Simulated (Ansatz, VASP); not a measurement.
# Cross-check of BN between VASP and Ansatz

One calculation is typed for both programs; each brings its own data sets and cutoff. How far apart do they land? The cell is a member of a volume series, scaled by 0.96 from a relaxed one, so a pressure remains.

Calculated with Ansatz 0.2.0; plane waves, with VASP 6.6.1 beside it; single point at LDA.

## (1) The structure

It takes space group P6_3/mmc (No. 194, hexagonal). The conventional cell has a = 2.457 Å, b = 2.457 Å, c = 6.378 Å, α = 90.00°, β = 90.00°, γ = 120.00°. B has 3 N at 1.42 Å nearest. Nearest to N lie 3 B at 1.42 Å. Farther neighbours and most contacts between anions are not listed.

## (2) VASP: single point, LDA, volume scaled by 0.96

With cell and atoms fixed, the geometry can't cause a difference; cores, projectors, grids and the points listed under the comparison can.

Lines of VASP's logs that name or quote its potential files are left out, and so is its time.

File INCAR:

```
SYSTEM = BN
PREC = Accurate
ENCUT = 520
EDIFF = 1E-06
NELM = 100
ISMEAR = 0
SIGMA = 0.05
LREAL = .FALSE.
ALGO = Normal
GGA = CA
NBANDS = 14
LORBIT = 11
LWAVE = .FALSE.
LCHARG = .FALSE.
KPAR = 4
ISIF = 2
```

File POSCAR:

```
BN
1.0
    2.4569493492      0.0000000000      0.0000000000
   -1.2284746746      2.1277805522      0.0000000000
    0.0000000000      0.0000000000      6.3784960854
B N
2 2
Direct
    0.3333333333      0.6666666667      0.2500000000
    0.6666666667      0.3333333333      0.7500000000
    0.3333333333      0.6666666667      0.7500000000
    0.6666666667      0.3333333333      0.2500000000
```

File KPOINTS:

```
Automatic mesh
0
Gamma
10 10 4
0 0 0
```

PAW data sets: B and N (LDA family, release 64).

The run is started by

```bash
$ mpirun -np 4 vasp_std
```

Numbers of over 12 decimals in the logs are rounded to 6 here.

Log:

```text
[banner, memory and clock lines left out]
running    4 mpi-ranks, on    1 nodes
 distrk:  each k-point on    1 cores,    4 groups
 distr:  one band on    1 cores,    1 groups

 POSCAR found type information on POSCAR B N
 POSCAR found :  2 types and       4 ions
 LDA part: xc-table for (Slater(with rela. corr.)+CA(PZ))
 , standard interpolation
 POSCAR, INCAR and KPOINTS ok, starting setup
 FFT: planning ... GRIDC
 FFT: planning ... GRID_SOFT
 FFT: planning ... GRID
 WAVECAR not read
 entering main loop
       N       E                     dE             d eps       ncg     rms          rms(c)
DAV:   1     0.504015981980E+02    0.50402E+02   -0.81933E+03  1176   0.106E+03
DAV:   2    -0.395813320252E+02   -0.89983E+02   -0.81285E+02  1612   0.237E+02
DAV:   3    -0.428661171889E+02   -0.32848E+01   -0.32686E+01  1500   0.450E+01
DAV:   4    -0.428878659481E+02   -0.21749E-01   -0.21728E-01  1446   0.408E+00
DAV:   5    -0.428881086435E+02   -0.24270E-03   -0.24268E-03  1470   0.407E-01    0.115E+01
DAV:   6    -0.390780571067E+02    0.38101E+01   -0.71856E+00  1338   0.211E+01    0.508E+00
DAV:   7    -0.386565763881E+02    0.42148E+00   -0.54055E-01  1482   0.566E+00    0.305E+00
DAV:   8    -0.385359858561E+02    0.12059E+00   -0.30655E-01  1374   0.397E+00    0.420E-01
DAV:   9    -0.385318369162E+02    0.41489E-02   -0.14582E-02  1356   0.977E-01    0.191E-01
DAV:  10    -0.385317989279E+02    0.37988E-04   -0.55743E-04  1452   0.206E-01    0.238E-02
DAV:  11    -0.385318113169E+02   -0.12389E-04   -0.26663E-05  1374   0.449E-02    0.188E-02
DAV:  12    -0.385318108544E+02    0.46245E-06   -0.66334E-06  1380   0.200E-02
   1 F= -.38531811E+02 E0= -.38531811E+02  d E =-.500476E-17
```

OUTCAR, selected parts (step 2):

```text
ion  position               nearest neighbor table
   1  0.333  0.667  0.250-   4 1.42   4 1.42   4 1.42
   2  0.667  0.333  0.750-   3 1.42   3 1.42   3 1.42
   3  0.333  0.667  0.750-   2 1.42   2 1.42   2 1.42
   4  0.667  0.333  0.250-   1 1.42   1 1.42   1 1.42

  LATTYP: Found a hexagonal cell.
 ALAT       =     2.4569493492
 C/A-ratio  =     2.5961040212

 Subroutine GETGRP returns: Found 24 space group operations
 (whereof 12 operations were pure point group operations)

The static configuration has the point symmetry D_3d.
 The point group associated with its full space group is D_6h.

 Found     42 irreducible k-points:

   k-points           NKPTS =     42   k-points in BZ     NKDIM =     42   number of bands    NBANDS=     14

   dimension x,y,z NGX =    18 NGY =   18 NGZ =   48
   dimension x,y,z NGXF=    36 NGYF=   36 NGZF=   96

   ENCUT  =  520.0 eV  38.22 Ry    6.18 a.u.   4.57  4.57 11.86*2*pi/ulx,y,z

   NELECT =      16.0000    total number of electrons

 k-points in reciprocal lattice and weights: Automatic mesh
   0.00000000  0.00000000  0.00000000       0.003
   0.10000000  0.00000000  0.00000000       0.015
   0.20000000  0.00000000  0.00000000       0.015
   0.30000000  0.00000000  0.00000000       0.015
   0.40000000  0.00000000  0.00000000       0.015
   0.50000000  0.00000000  0.00000000       0.007
   0.10000000  0.10000000  0.00000000       0.015
   0.20000000  0.10000000  0.00000000       0.030
   0.30000000  0.10000000  0.00000000       0.030
[...]
0.40000000  0.20000000  0.50000000       0.015
   0.30000000  0.30000000  0.50000000       0.015

 average (electrostatic) potential at core
       1 -33.4157       2 -33.4157       3 -64.0976       4 -64.0976

 E-fermi :   3.0933

 k-point     1 :       0.0000    0.0000    0.0000
  band No.  band energies     occupation
    ...
      4      -1.4402      2.00000
      5       1.4712      2.00000
      6       1.4712      2.00000
      7       1.5219      2.00000
      8       1.5219      2.00000
      9       7.9614      0.00000
     10      13.4932      0.00000
     11      14.6361      0.00000
     12      14.6361      0.00000
     13      14.8007      0.00000
    ...

 k-point     2 :       0.1000    0.0000    0.0000
  band No.  band energies     occupation
    ...
      4      -1.1884      2.00000
      5       0.6756      2.00000
      6       0.7249      2.00000
      7       1.0795      2.00000
      8       1.1383      2.00000
      9       8.3080      0.00000
     10      13.3392      0.00000
     11      14.4589      0.00000
     12      14.7348      0.00000
     13      15.5217      0.00000
    ...

 k-point     3 :       0.2000    0.0000    0.0000
  band No.  band energies     occupation
    ...
      4      -1.2460      2.00000
      5      -1.1742      2.00000
      6      -0.4556      2.00000
      7       0.2050      2.00000
      8       0.2768      2.00000
      9       9.2112      0.00000
     10      12.6219      0.00000
     11      13.4995      0.00000
     12      14.0338      0.00000
     13      14.6777      0.00000
    ...

  Total        3.4763818      3.4763818      0.0923711      0.0000000      0.0000000      0.0000000
  in kB      167.0308626    167.0308626      4.4381826      0.0000000      0.0000000      0.0000000
  external PRESSURE =     112.8333026 kB  Pullay stress =       0.0000000 kB

  energy-cutoff  :      520.00
  volume of cell :       33.35
      direct lattice vectors                 reciprocal lattice vectors
     2.456949349  0.000000000  0.000000000     0.407008797  0.234986639  0.000000000
    -1.228474675  2.127780552  0.000000000     0.000000000  0.469973278  0.000000000
     0.000000000  0.000000000  6.378496085     0.000000000  0.000000000  0.156776768

 POSITION                                       TOTAL-FORCE (eV/Angst)
 -----------------------------------------------------------------------------------
     -0.00000      1.41852      1.59462        -0.000000      0.000000      0.000000
      1.22847      0.70926      4.78387         0.000000     -0.000000      0.000000
     -0.00000      1.41852      4.78387         0.000000     -0.000000      0.000000
      1.22847      0.70926      1.59462        -0.000000      0.000000      0.000000
 -----------------------------------------------------------------------------------
    total drift:                               -0.000000      0.000000      0.000000

  FREE ENERGIE OF THE ION-ELECTRON SYSTEM (eV)
  ---------------------------------------------------
  free  energy   TOTEN  =       -38.5318108544 eV

  energy  without entropy=      -38.5318108544  energy(sigma->0) =      -38.53181085

 total charge
# of ion       s       p       d       tot
------------------------------------------
    1        0.767   1.517   0.000   2.284
    2        0.767   1.517   0.000   2.284
    3        1.224   2.817   0.000   4.041
    4        1.224   2.817   0.000   4.041
--------------------------------------------------
tot          3.981   8.669   0.000  12.649

[... 3 further parts left out ...]
```

The scan keeps the cell's shape and the fractional positions fixed.

## (3) Ansatz: single point, LDA, volume scaled by 0.96

Ansatz runs on its default PAW (the set named soft_2) files.

The same cell, functional (in two slightly different forms), mesh and smearing now go to Ansatz, which takes its cutoff from its data sets.

File input.yaml:

```yaml
crystal:
  lattice:
    - [2.4569493492, 0.0, 0.0]
    - [-1.2284746746, 2.1277805522, 0.0]
    - [0.0, 0.0, 6.3784960854]
  atoms:
    - { symbol: B, position: [0.3333333333, 0.6666666667, 0.25] }
    - { symbol: B, position: [0.6666666667, 0.3333333333, 0.75] }
    - { symbol: "N", position: [0.3333333333, 0.6666666667, 0.75] }
    - { symbol: "N", position: [0.6666666667, 0.3333333333, 0.25] }
hamiltonian:
  xc: lda
  pseudopotentials: { kind: paw }
kpoints:
  mp_grid: { grid: [10, 10, 4] }
scf:
  occupations: { method: gaussian, width: 0.05 }
  n_extra_bands: 5
output:
  forces: true
  stress: true
  eigenvalues: true
```

The run is started by

```bash
$ ansatz run input.yaml --threads 2 --pin off --max-ram 4608MiB --backend cpu --events-out ev --progress --plain --runs-dir out
```

Log:

```text
scf.n_extra_bands = 5 over 8 filled bands (N_el = 16.0): the run solves 13 bands
Engine: ansatz 0.2.0, aarch64-unknown-linux-gnu
Pseudopotentials: kind: paw
Pseudopotential: B, paw, valence charge 3, recommended cutoff 420 eV (normal), B.paw.azcp
Pseudopotential: N, paw, valence charge 5, recommended cutoff 420 eV (normal), N.paw.azcp
Functional definition: SPW92
  exchange = slater_x
  correlation = pw_c
Crystal: 4 atoms, lattice volume = 33.346 Å³
Basis set: ecut = 420 eV, 639 PW (Γ)
Bands: 13, of which v1, the nominal top of the filled ones, is band 8 counted from 1 (7 counted from 0)
Symmetry: 24 space group operations
Space group: P63/mmc (ITA 194), of the structure as read, at distance tolerance 3.2e-5 Å
k-points: 42 of 400
Non-local potential: B, projectors of the file, l = 0: 2, l = 1: 2, l = 2: 1
Non-local potential: N, projectors of the file, l = 0: 2, l = 1: 2, l = 2: 1
PAW form: soft (Blöchl's): semilocal exchange-correlation on the pseudo side does not see the compensation charge
PAW frozen core: B, regenerated for the run's functional, and the local potential with it (the file was generated under x = pbe(κ = 0.804, μ = 0.219515), c = pbe(β = 0.066725))
PAW frozen core: N, regenerated for the run's functional, and the local potential with it (the file was generated under x = pbe(κ = 0.804, μ = 0.219515), c = pbe(β = 0.066725))
PAW one-centre angular grid: B, 110 points (default); XC on 64 Gauss nodes
PAW one-centre angular grid: N, 110 points (default); XC on 64 Gauss nodes
Initial density: superposition of atomic densities (neutral atoms: chi_scale 0, normalization atom), corrected by the library's trained network
Initial wavefunctions: pseudopotential atomic-orbital guess
Functional: x = slater, c = lda
SCF iter   1: F=—  HF=-1052.656110 eV  |F-HF|=—  |Δ(HF+E_count)|=         —  Δρ=8.09e-3  dr2=2.07e-2  ethr=1.77e-3  ⟨swp⟩=6.5  Hψ=3188  notcnv=0
preconditioner: auto → none  [insulator: Δε(μ)=3.950 eV  Ē_g=16.868 eV  σ=0.050 eV  W_gap=1.00  n_scr=4 (ndim 8)  ℏωp=25.7 eV  f_vac=0.012  D(μ)=0.00/eV (n_scr^D=0)  ε∞_Penn≈3.3]
SCF iter   2: F=—  HF=-1052.650716 eV  |F-HF|=—  |Δ(HF+E_count)|=   5.39e-3  Δρ=3.80e-3  dr2=2.03e-3  ethr=1.29e-4  ⟨swp⟩=3.0  Hψ=1339  notcnv=0  defer=42
SCF iter   3: F=—  HF=-1052.650110 eV  |F-HF|=—  |Δ(HF+E_count)|=   6.05e-4  Δρ=1.44e-3  dr2=2.95e-4  ethr=1.27e-5  ⟨swp⟩=2.2  Hψ=815  notcnv=0  defer=42
SCF iter   4: F=—  HF=-1052.650042 eV  |F-HF|=—  |Δ(HF+E_count)|=   6.88e-5  Δρ=2.87e-4  dr2=1.22e-5  ethr=1.84e-6  ⟨swp⟩=1.0  Hψ=510  notcnv=0  defer=42
SCF iter   5: F=—  HF=-1052.650039 eV  |F-HF|=—  |Δ(HF+E_count)|=   2.16e-6  Δρ=2.40e-5  dr2=6.46e-8  ethr=7.64e-8  ⟨swp⟩=2.2  Hψ=830  notcnv=0  defer=42
SCF iter   6: F=-1052.650039 eV  HF=-1052.650039 eV  |F-HF|=1.87e-9  |Δ(HF+E_count)|=   1.71e-8  Δρ=4.38e-6  dr2=3.12e-9  ethr=4.04e-10  ⟨swp⟩=6.1  Hψ=2499  notcnv=0
SCF 1 converged in 6 iterations: F = -1052.650039 eV  dr2 = 3.12e-9
  greatest PAW one-centre occupation: 0.798 electrons in one spin orbital (limit 2), on the N atom at site 3 (counted from 0), in its partial waves of l = 0
SCF converged after 6 iterations
Free energy (F): -1052.650039 eV
Harris-Foulkes:  -1052.650039 eV  (|F-HF|=1.87e-9)
Internal energy: -1052.650039 eV  (E = F + TS)
E sigma→0 (E₀):  -1052.650039 eV
Fermi energy:    7.335505 eV
--- Per-component energies (eV) ---
  E_band       = -31.281193
  E_kinetic    = 371.716277
  E_local      = -666.342173  (includes V_loc(G=0)·N_el)
  E_nonlocal   = 121.116457
  E_hartree    = 210.381722
  E_xc         = -183.580541
  E_vxc        = -228.978791  (∫ρ·V_xc dr)
  E_paw        = -384.258284  (= ΣΔE_a)
  E_vpaw       = -49.556835  (= ΣTr[D̂ρ^β])
  E_aug_tail   = 0.000185  (compensation charges beyond the density's cutoff)
  E_ewald      = -521.935439
  E_core_change = 0.251757  (= ΣΔE_core)
  E_smearing   = -0.000000  (= −TS)
  E_closure    = 0.000000  (closes the sum)
  Σ components = -1052.650039   (vs F -1052.650039, Δ=0.00e0)
--- Forces (eV/Å), atoms counted from 1 ---
  atom   1  B     -0.00000000    -0.00000000     0.00000000
  atom   2  B     -0.00000000     0.00000000     0.00000000
  atom   3  N      0.00000000    -0.00000000     0.00000000
  atom   4  N     -0.00000000     0.00000000     0.00000000
  max |Σ_I F_I| component: 2.27e-16 eV/Å
--- Stress (GPa, compression-positive) ---
       15.875275       0.000000       0.000000
        0.000000      15.875275       0.000000
        0.000000       0.000000       0.625759
  P = ⅓ Tr σ = 10.7921 GPa (107.921 kbar)
--- Band table (eV; the first three rows and the last of 42) ---
  k-point 0: bands = [... 4 lower, 3.9762, 3.9762, 4.0268, 4.0268, 10.4738, 15.9862, 17.1663, 17.1663, ... 1 higher]
  k-point 1: bands = [... 4 lower, 3.9838, 3.9838, 4.0199, 4.0199, 11.2903, 15.1212, 17.1899, 17.1899, ... 1 higher]
  k-point 2: bands = [... 4 lower, 4.0018, 4.0018, 4.0018, 4.0018, 13.1809, 13.1809, 17.2479, 17.2479, ... 1 higher]
  k-point 41: bands = [... 4 lower, -1.5981, -1.5981, 5.0313, 5.0313, 10.0361, 10.0361, 17.2062, 17.2062, ... 1 higher]
```

It took 1.2 s on 2 threads of Arm Neoverse N1, shared host; peak memory 0.25 GiB.

The run ends at a pressure of 10.79 GPa.

## (4) Comparison

Known differences besides the potentials themselves: the two LDA forms differ slightly; the cutoff is 420 eV in Ansatz and 520 eV in VASP; VASP's log shows a relativistic correction to its local exchange, Ansatz's none. Total energies have different zeros and are not compared.

Compared:

```csv
quantity,Ansatz,VASP,difference
pressure (GPa),10.79,11.28,-0.49
pressure without Ansatz's Pulay correction (GPa),10.00,11.28,-1.28
gap on the k mesh (eV),4.053,4.035,+0.018
```

A gap on the mesh is an upper bound, since the band edges may lie between its points. Ansatz's pressure holds a Pulay correction of 0.79 GPa; VASP's holds none.

## (5) Other set-ups

Further runs change the set-up of one program: Ansatz's method, potentials or start, or VASP's data sets, cutoff or form of LDA. The table gives Ansatz less VASP for each quantity, since a change that brings one quantity closer may part another.

```csv
run,pressure (GPa),gap on the k mesh (eV)
as above,-0.49,0.018
Ansatz's all-electron LAPW method,-0.33,0.010
```

## (6) Ansatz: single point, LDA, volume scaled by 0.98

A single point gives forces, pressure and levels at one fixed geometry, so differences don't come from the geometry; what else differs is listed under the comparison. The cell compared in this pair holds 34.04 Å³, against 33.35 Å³ for the pair before.

The cell is a member of a volume series, scaled by 0.98 from a relaxed one, so a pressure remains.

Edit input.yaml of step 3 so:

```diff
@@ -2,5 +2,5 @@
   lattice:
-    - [2.4569493492, 0.0, 0.0]
-    - [-1.2284746746, 2.1277805522, 0.0]
-    - [0.0, 0.0, 6.3784960854]
+    - [2.473894363, 0.0, 0.0]
+    - [-1.2369471814, 2.1424553646, 0.0]
+    - [0.0, 0.0, 6.4224871037]
   atoms:
```

Log:

```text
[...]
Crystal: 4 atoms, lattice volume = 34.041 Å³
Basis set: ecut = 420 eV, 639 PW (Γ)
Bands: 13, of which v1, the nominal top of the filled ones, is band 8 counted from 1 (7 counted from 0)
Symmetry: 24 space group operations
[...]
k-points: 42 of 400
[...]
k-point 0: bands = [... 4 lower, 3.7454, 3.7454, 3.7946, 3.7946, 10.2224, 15.6157, 16.7875, 16.7875, ... 1 higher]
  k-point 1: bands = [... 4 lower, 3.7527, 3.7527, 3.7879, 3.7879, 11.0191, 14.7611, 16.8099, 16.8099, ... 1 higher]
  k-point 2: bands = [... 4 lower, 3.7701, 3.7701, 3.7701, 3.7701, 12.8650, 12.8650, 16.8658, 16.8658, ... 1 higher]
  k-point 41: bands = [... 4 lower, -1.7727, -1.7727, 4.8314, 4.8314, 9.7796, 9.7796, 16.9261, 16.9261, ... 1 higher]
[key lines of the parts left out:]
SCF converged after 6 iterations
Free energy (F): -1052.683919 eV
Fermi energy:    7.119290 eV
P = ⅓ Tr σ = 4.8992 GPa (48.992 kbar)
```

The job ended after 1.2 s (2 threads; peak memory 0.25 GiB).

The run ends at a pressure of 4.90 GPa.

## (7) VASP: single point, LDA, volume scaled by 0.98

The same cell, functional (in two slightly different forms), mesh and smearing now go to VASP, with its own data sets and cutoff.

INCAR is that of step 2.

File POSCAR:

```
BN
1.0
    2.4738943630      0.0000000000      0.0000000000
   -1.2369471814      2.1424553646      0.0000000000
    0.0000000000      0.0000000000      6.4224871037
B N
2 2
Direct
    0.3333333333      0.6666666667      0.2500000000
    0.6666666667      0.3333333333      0.7500000000
    0.3333333333      0.6666666667      0.7500000000
    0.6666666667      0.3333333333      0.2500000000
```

KPOINTS is that of step 2.

The run is started by

```bash
$ mpirun -np 4 vasp_std
```

Log:

```text
[... set-up lines as in an earlier step ...]
 entering main loop
       N       E                     dE             d eps       ncg     rms          rms(c)
DAV:   1     0.516928250323E+02    0.51693E+02   -0.82302E+03  1184   0.107E+03
DAV:   2    -0.393030780065E+02   -0.90996E+02   -0.82916E+02  1610   0.231E+02
DAV:   3    -0.427428763118E+02   -0.34398E+01   -0.34143E+01  1572   0.453E+01
DAV:   4    -0.427636670089E+02   -0.20791E-01   -0.20789E-01  1338   0.406E+00
[...]
DAV:  10    -0.385684531757E+02    0.34653E-04   -0.59867E-04  1440   0.207E-01    0.241E-02
DAV:  11    -0.385684659165E+02   -0.12741E-04   -0.26309E-05  1416   0.448E-02    0.184E-02
DAV:  12    -0.385684654813E+02    0.43523E-06   -0.64563E-06  1344   0.197E-02
   1 F= -.38568465E+02 E0= -.38568465E+02  d E =-.784642E-14
```

Parts of OUTCAR (step 7):

```text
  Total        1.6970977      1.6970977      0.0362312      0.0000000     -0.0000000      0.0000000
  in kB       79.8769097     79.8769097      1.7052875      0.0000000     -0.0000000      0.0000000
  external PRESSURE =      53.8197023 kB  Pullay stress =       0.0000000 kB

 POSITION                                       TOTAL-FORCE (eV/Angst)
 -----------------------------------------------------------------------------------
     -0.00000      1.42830      1.60562        -0.000000     -0.000000      0.000000
      1.23695      0.71415      4.81687         0.000000      0.000000      0.000000
     -0.00000      1.42830      4.81687         0.000000     -0.000000      0.000000
      1.23695      0.71415      1.60562        -0.000000      0.000000      0.000000
 -----------------------------------------------------------------------------------
    total drift:                               -0.000000      0.000000      0.000000

  FREE ENERGIE OF THE ION-ELECTRON SYSTEM (eV)
  ---------------------------------------------------
  free  energy   TOTEN  =       -38.5684654813 eV

  energy  without entropy=      -38.5684654813  energy(sigma->0) =      -38.56846548

[... 1 part as in an earlier step ...]

[... 2 further parts left out ...]
[key lines of the parts left out:]
E-fermi :   2.9019
```

The run ends at a pressure of 5.38 GPa.

## (8) Differences

Compared:

```csv
quantity,Ansatz,VASP,difference
pressure (GPa),4.90,5.38,-0.48
pressure without Ansatz's Pulay correction (GPa),4.12,5.38,-1.26
gap on the k mesh (eV),4.035,4.018,+0.017
```

A gap on the mesh is an upper bound, since the band edges may lie between its points. Ansatz's pressure holds a Pulay correction of 0.77 GPa; VASP's holds none.

## (9) Other set-ups

Further runs change the set-up of one program: Ansatz's method, potentials or start, or VASP's data sets, cutoff or form of LDA. The table gives Ansatz less VASP for each quantity, since a change that brings one quantity closer may part another.

```csv
run,pressure (GPa),gap on the k mesh (eV)
as above,-0.48,0.017
Ansatz's all-electron LAPW method,-0.33,0.0099
```

[end of part 1 of 2]

[Lines on the potential files, build, host, timing and source positions are cut from VASP's logs without a mark.]

[Logs are printed without paths, hosts, clocks, repeated set-up lines and the standing remarks that a program may print on its own settings, such as how far it seeks lower states.]

[Hosts, paths, dates, database ids (printed as entryN), source tags and the programs' standing remarks are cut or masked in the printed files.]
